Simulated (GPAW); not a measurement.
# CuO (Cccm) in GPAW: a series of runs

One crystal, CuO, is run at these levels: PBEsol, LDA; tasks: band structure.

Program: GPAW 26.7.0. These are calculated values, not measurements. Logs are shortened: lines on timing, memory, paths and dates and some standing lists are left out, and cuts for length are marked. The log counts tension as positive stress, the text compression.

## Step 1: The crystal as given

Symmetry: Cccm, No. 66, orthorhombic system. The conventional cell has a = 3.982 Å, b = 4.307 Å, c = 5.156 Å, α = 90.00°, β = 90.00°, γ = 90.00°. Cu (site symmetry 2/m) is surrounded by 4 O at 1.95 Å. Around O (site symmetry 222) lie 4 Cu at 1.95 Å.

Measurements of this composition are mostly on another form, of space group No. 15.

## Step 2: Band structure, PBEsol

File run.py:

```python
from ase import Atoms
from ase.dft.bandgap import bandgap
from ase.io import write
from ase.units import GPa
from gpaw import GPAW, PW, setup_paths

setup_paths.insert(0, '.')

atoms = Atoms(['Cu', 'Cu', 'O', 'O'],
              cell=[[1.990968, -2.15355, 0.0],
                    [1.990968, 2.15355, 0.0],
                    [0.0, 0.0, 5.155928]],
              scaled_positions=[[0.5, 0.0, 0.0],
                                [0.0, 0.5, 0.5],
                                [0.5, 0.5, 0.25],
                                [0.5, 0.5, 0.75]],
              pbc=True)

calc = GPAW(mode=PW(800),
            xc='PBEsol',
            kpts={'size': (6, 6, 4), 'gamma': True},
            occupations={'name': 'fermi-dirac', 'width': 0.05},
            nbands=33,
            convergence={'density': 1e-05, 'energy': 1e-05},
            maxiter=150,
            txt='gpaw.txt')
atoms.calc = calc
energy = atoms.get_potential_energy()
forces = atoms.get_forces()
stress = atoms.get_stress()
calc.write('gs.gpw')
write('result.traj', atoms)
print(f'Energy: {energy:.6f} eV')
print('Forces (eV/A):')
print(forces.round(4))
print('Stress (GPa):', (stress / GPa).round(3))
print('Fermi level:', round(calc.get_fermi_level(), 4), 'eV')
print(f'Gap: {bandgap(calc)[0]:.4f} eV, direct: {bandgap(calc, direct=True)[0]:.4f} eV')

path = atoms.cell.bandpath('GXSRAZGYX1A1TY,ZT', npoints=80, eps=1e-4)
bs_calc = calc.fixed_density(kpts=path, symmetry='off', nbands=47,
                             convergence={'bands': 'CBM+6.0', 'eigenstates': 1e-6}, txt='bands.txt')
bs = bs_calc.band_structure()
bs.write('bs.json')
print(f'Gap on the path: {bandgap(bs_calc)[0]:.4f} eV')
```

Potentials or basis: PAW data sets generated in the run's folder for this functional, pw.

The run is started by

```
$ gpaw-setup -f PBEsol Cu O
$ OMP_NUM_THREADS=1 python run.py
```

gpaw.txt:

```text
__  _  _
 | _ |_)|_||  |
 |__||  | ||/\| - 26.7.0

Input parameters:
  mode=PW(ecut=800.0),
  convergence={'density': 1e-05, 'energy': 1e-05},
  kpts=MonkhorstPack(size=(6, 6, 4), gamma=True),
  maxiter=150,
  nbands=33,
  occupations=Occupations(name='fermi-dirac', width=0.05),
  xc=XC(name='PBEsol')

Diagonalizing LCAO Hamiltonian
Converting LCAO to pw mode

         CO

          O

       Cu

Atoms  # Å, Bohr magnetons
|   | symbol |        x |         y |        z |    initial magnetic moments |
|---|--------|----------|-----------|----------|-----------------------------|
| 0 |     Cu | 0.995484 | -1.076775 | 0.000000 | ( 0.0000,  0.0000,  0.0000) |
| 1 |     Cu | 0.995484 |  1.076775 | 2.577964 | ( 0.0000,  0.0000,  0.0000) |
| 2 |      O | 1.990968 |  0.000000 | 1.288982 | ( 0.0000,  0.0000,  0.0000) |
| 3 |      O | 1.990968 |  0.000000 | 3.866946 | ( 0.0000,  0.0000,  0.0000) |

Unit cell  # Å
| periodic |        x |         y |        z |  lengths |    angles |
|----------|----------|-----------|----------|----------|-----------|
|      yes | 1.990968 | -2.153550 | 0.000000 | 2.932871 | 90.000000 |
|      yes | 1.990968 |  2.153550 | 0.000000 | 2.932871 | 90.000000 |
|      yes | 0.000000 |  0.000000 | 5.155928 | 5.155928 | 94.492917 |

Number of symmetries: 4
Symmetry operations  # r_c * U_cc + t_c -> r_c
|   | kind |            matrix            |
|---|------|------------------------------|
| 0 |  E   |  1, 0, 0,  0, 1, 0,  0, 0, 1 |
| 1 |  σ   |  1, 0, 0,  0, 1, 0,  0, 0,-1 |
| 2 |  C2  | -1, 0, 0,  0,-1, 0,  0, 0, 1 |
| 3 |  i   | -1, 0, 0,  0,-1, 0,  0, 0,-1 |

BZ-sampling:
  Number of BZ points: 144
  Number of IBZ points: 60

  Monkhorst-Pack size: [6, 6, 4]
  Monkhorst-Pack shift: [0.08333333333333333, 0.08333333333333333, 0.125]

K-points  # in reciprocal-cell coordinates
|     |                                coordinates |     weight |
|-----|--------------------------------------------|------------|
|   0 | (  0.00000000,   0.00000000,   0.00000000) | 0.00694444 |
|   1 | (  0.00000000,   0.00000000,   0.25000000) | 0.01388889 |
|   2 | (  0.00000000,   0.00000000,   0.50000000) | 0.00694444 |
|   3 | (  0.00000000,   0.16666667,   0.00000000) | 0.01388889 |
|   4 | (  0.00000000,   0.16666667,   0.25000000) | 0.02777778 |
|   5 | (  0.00000000,   0.16666667,   0.50000000) | 0.01388889 |
|   6 | (  0.00000000,   0.33333333,   0.00000000) | 0.01388889 |
|   7 | (  0.00000000,   0.33333333,   0.25000000) | 0.02777778 |
|   8 | (  0.00000000,   0.33333333,   0.50000000) | 0.01388889 |
|   9 | (  0.00000000,   0.50000000,   0.00000000) | 0.00694444 |
| ... |                                            |            |
|  59 | (  0.50000000,   0.50000000,   0.50000000) | 0.00694444 |

Plane wave coefficients: 2288
Cutoff: 800.0 eV

Spin-components: 1 (collinear spins)
Bands:           33
Projectors:      22
Spin-degeneracy: 2
Datatype:        complex128

Parallelization:
  kpt:    1
  domain: 1
  band:   1

Density:
  Valence electrons: 34.0
  Components: 1
  Grid points: [20 20 35]
  Charge: 0.0  # |e|

Potential:
  Grid points: [20 20 35]

species:
  Cu:
    name:    Copper
    Z:       29.0
    valence: 11
    core:    18
    charge:  0.0  # [|e|]
    compensation charges:
      type: gauss
      rc: 0.33  # [Å]
      lmax: 2
    cutoffs:
      filter: 2.06  # [Å]
      core: 2.43  # [Å]
    projectors
    | kind |    occ | energy [eV] | rcut [Å] |
    |------|--------|-------------|----------|
    |   4s |  1.000 |      -4.607 |    1.164 |
    |   4p |  0.000 |      -0.637 |    1.164 |
    |   3d | 10.000 |      -5.060 |    1.058 |
    |    s |        |      22.604 |    1.164 |
    |    p |        |      26.574 |    1.164 |
    |    d |        |      22.151 |    1.058 |

    Using partial waves for Cu as LCAO basis

  O:
    name:    Oxygen
    Z:       8.0
    valence: 6
    core:    2
    charge:  0.0  # [|e|]
    compensation charges:
      type: gauss
      rc: 0.21  # [Å]
      lmax: 2
    cutoffs:
      filter: 1.17  # [Å]
      core: 0.83  # [Å]
    projectors
    | kind |    occ | energy [eV] | rcut [Å] |
    |------|--------|-------------|----------|
    |   2s |  2.000 |     -23.808 |    0.688 |
    |   2p |  4.000 |      -8.972 |    0.598 |
    |    s |        |       3.404 |    0.688 |
    |    p |        |      18.239 |    0.598 |
    |    d |        |       0.000 |    0.619 |

    Using partial waves for O as LCAO basis

Reference energy: -94036.894853  # eV

eigensolver:
  PPCG
  Converge bands: occupied
  niter=2

density mixing:
  MSR1-Mixer
  Pratt-step length: 0.05
  Maximum mixing coefficient: 0.75
  Old densities: 10
  SVD Regularization: 0.005
  Good broyden scale: 1.0
  Trust region scale: 1.0
  Backstep threshold: 4.0
  History deletion threshold: 6.0
  Fourier metric: weight=20.0, sigma=0.015

occupation numbers:
  Fermi-Dirac:
    width: 0.0500  # eV

poisson solver:
  ecut: 6400.0  # eV

xc functional:
  name: PBEsol with 2 nearest neighbor stencil

convergence criteria:
- Maximum integral of absolute [dens]ity change: 1e-05 electrons / valence electron
- Maximum [total energy] change in last 3 cyles: 1e-05 eV / valence electron
- Maximum integral of absolute [eigenst]ate change: 4e-08 eV^2 / valence electron
maximum number of iterations: 150

SCF iterations
|iter     | |      energy | eigst |  dens |
|---------|-|-------------|-------|-------|
|iter:   1| |  -27.776193 | +0.21 |       |
|iter:   2| |  -25.167582 | -1.79 | -0.88 |
|iter:   3| |  -21.748091 | -1.21 | -0.99 |
|iter:   4| |  -21.699192 | -3.47 | -1.60 |
|iter:   5| |  -21.665646 | -3.27 | -1.76 |
|iter:   6| |  -21.687554 | -3.58 | -2.36 |
|iter:   7| |  -21.661020 | -3.88 | -2.04 |
|iter:   8| |  -21.660960 | -5.81 | -2.98 |
|iter:   9| |  -21.660967c| -5.84 | -3.16 |
|iter:  10| |  -21.660962c| -7.51c| -4.09 |
|iter:  11| |  -21.660962c| -7.51c| -4.70 |
|iter:  12| |  -21.660962c| -8.26c| -5.17c|

Converged in 12 steps
Energy contributions relative to reference atoms: (reference = -94036.894853)

Energy contributions:
  Kinetic:         -10.716047
  Coulomb:           2.876802
  Zero:              0.649753
  External:          0.000000
  Xc:              -14.464376
  Entropy:          -0.014189
  Spinorbit:         0.000000
  ----------------------------
  Free energy:     -21.668056
  Extrapolated:    -21.660962

dipole moment: (-8.681139, 0.000001, -11.240593)  # |e|*Ang

Fermi level: 5.497
Eigenvalues  # (at kpt = [0.000, 0.000, 0.000])
| band index |      eig [eV] | occ [0-2] |
|------------|---------------|-----------|
|          0 |       -14.221 |     2.000 |
|        ... |               |           |
|          8 |         2.211 |     2.000 |
|          9 |         2.496 |     2.000 |
|         10 |         2.984 |     2.000 |
|         11 |         3.072 |     2.000 |
|         12 |         3.122 |     2.000 |
|         13 |         3.132 |     2.000 |
[... 8 lines left out ...]
|         22 |        19.879 |     0.000 |
|         23 |        19.988 |     0.000 |
|        ... |               |           |
|         32 |        29.659 |     0.000 |

No gap
No difference between direct/indirect transitions

Forces  # eV/Ang
|       x |       y |        z |
|---------|---------|----------|
| 0.00000 | 0.00000 |  0.00000 |  # Cu   0
| 0.00000 | 0.00000 |  0.00000 |  # Cu   1
| 0.00000 | 0.00000 | -0.00004 |  # O    2
| 0.00000 | 0.00000 |  0.00004 |  # O    3

Stress tensor  # eV/Ang^3
|         x |         y |        z |
|-----------|-----------|----------|
|  0.018251 | -0.000001 | 0.000000 |
| -0.000001 |  0.025283 | 0.000000 |
|  0.000000 |  0.000000 | 0.026336 |

# Writing to gs.gpw (mode='')
```

It took 2.5 min on 1 thread of Arm Neoverse V1, shared host; peak memory 0.47 GiB.

Results:

* Free energy: -21.6681 eV
* Pressure: -3.7 GPa
* Band gap along the path: none (metal or under the smearing width)

Stress tensor (GPa, compression positive):
```
-2.92  0.00  0.00
 0.00 -4.05  0.00
 0.00  0.00 -4.22
```

Levels at the corners of the path, in eV from the Fermi level:
```csv
point,band 14,band 15,band 16,band 17,band 18,band 19,band 20
Γ,-2.36,-2.30,-1.90,0.58,0.76,1.35,5.99
X,-2.33,-1.61,-1.25,-1.23,1.10,2.24,6.95
S,-1.87,-1.57,-1.50,0.20,0.45,3.59,5.87
R,-2.33,-2.00,-1.82,-0.17,0.67,4.25,5.86
A,-1.92,-1.43,-1.43,-0.52,-0.52,4.01,4.01
Z,-2.28,-1.54,-1.54,0.10,0.10,3.43,3.43
Γ,-2.36,-2.30,-1.90,0.58,0.76,1.35,5.99
Y,-2.33,-1.63,-1.21,-1.16,1.12,2.08,7.17
X1,-2.33,-1.61,-1.25,-1.23,1.10,2.24,6.95
A1,-1.92,-1.43,-1.43,-0.52,-0.52,4.01,4.01
T,-1.90,-1.41,-1.41,-0.53,-0.53,3.96,3.96
Y,-2.33,-1.63,-1.21,-1.16,1.12,2.08,7.17
Z,-2.28,-1.54,-1.54,0.10,0.10,3.43,3.43
T,-1.90,-1.41,-1.41,-0.53,-0.53,3.96,3.96
```

Caveat: with this Cu data set, volumes or pressures lay over 1.5 % or 2 GPa off other programs in two to four cells of ten; the run has no spin polarisation, though such a crystal can be magnetic; semilocal functionals often make such compounds metallic where correlation or magnetic order opens a gap, which also shifts bond lengths.

## Step 3: Band structure, LDA

run.py, as its differences from that of step 2:

```diff
@@ -4,5 +4,3 @@
 from ase.units import GPa
-from gpaw import GPAW, PW, setup_paths
-
-setup_paths.insert(0, '.')
+from gpaw import GPAW, PW
 
@@ -19,3 +17,3 @@
 calc = GPAW(mode=PW(800),
-            xc='PBEsol',
+            xc='LDA',
             kpts={'size': (6, 6, 4), 'gamma': True},
```

Potentials or basis: the program's PAW data sets (release 1.2.1) made for this functional, pw.

The run is started by

```
$ OMP_NUM_THREADS=1 python run.py
```

It took 2.5 min on 1 thread of Arm Neoverse V1, shared host; peak memory 0.46 GiB.

It converged, with:

| Quantity | Value |
| --- | --- |
| Free energy | -23.5814 eV |
| Pressure | -10.9 GPa |
| Band gap along the path | none (metal or under the smearing width) |

Stress tensor (GPa, compression positive):
```
 -8.95   0.00   0.00
  0.00 -10.86   0.00
  0.00   0.00 -12.87
```

Levels at the corners of the path, in eV from the Fermi level:
| point | band 13 | band 14 | band 15 | band 16 | band 17 | band 18 | band 19 | band 20 |
| --- | --- | --- | --- | --- | --- | --- | --- | --- |
| Γ | -2.38 | -2.37 | -2.30 | -1.90 | 0.57 | 0.76 | 1.41 | 6.07 |
| X | -2.34 | -2.33 | -1.62 | -1.24 | -1.23 | 1.09 | 2.26 | 6.93 |
| S | -2.26 | -1.87 | -1.57 | -1.49 | 0.20 | 0.45 | 3.57 | 5.86 |
| R | -2.36 | -2.34 | -2.00 | -1.83 | -0.17 | 0.67 | 4.26 | 5.82 |
| A | -1.92 | -1.92 | -1.43 | -1.43 | -0.52 | -0.52 | 4.02 | 4.02 |
| Z | -2.27 | -2.27 | -1.53 | -1.53 | 0.09 | 0.09 | 3.46 | 3.46 |
| Γ | -2.38 | -2.37 | -2.30 | -1.90 | 0.57 | 0.76 | 1.41 | 6.07 |
| Y | -2.35 | -2.33 | -1.65 | -1.21 | -1.16 | 1.11 | 2.10 | 7.15 |
| X1 | -2.34 | -2.33 | -1.62 | -1.24 | -1.23 | 1.09 | 2.26 | 6.93 |
| A1 | -1.92 | -1.92 | -1.43 | -1.43 | -0.52 | -0.52 | 4.02 | 4.02 |
| T | -1.90 | -1.90 | -1.41 | -1.41 | -0.54 | -0.54 | 3.97 | 3.97 |
| Y | -2.35 | -2.33 | -1.65 | -1.21 | -1.16 | 1.11 | 2.10 | 7.15 |
| Z | -2.27 | -2.27 | -1.53 | -1.53 | 0.09 | 0.09 | 3.46 | 3.46 |
| T | -1.90 | -1.90 | -1.41 | -1.41 | -0.54 | -0.54 | 3.97 | 3.97 |

Caveat: with this Cu data set, volumes or pressures lay over 1.5 % or 2 GPa off other programs in two to four cells of ten; the run has no spin polarisation, though such a crystal can be magnetic; semilocal functionals often make such compounds metallic where correlation or magnetic order opens a gap, which also shifts bond lengths.
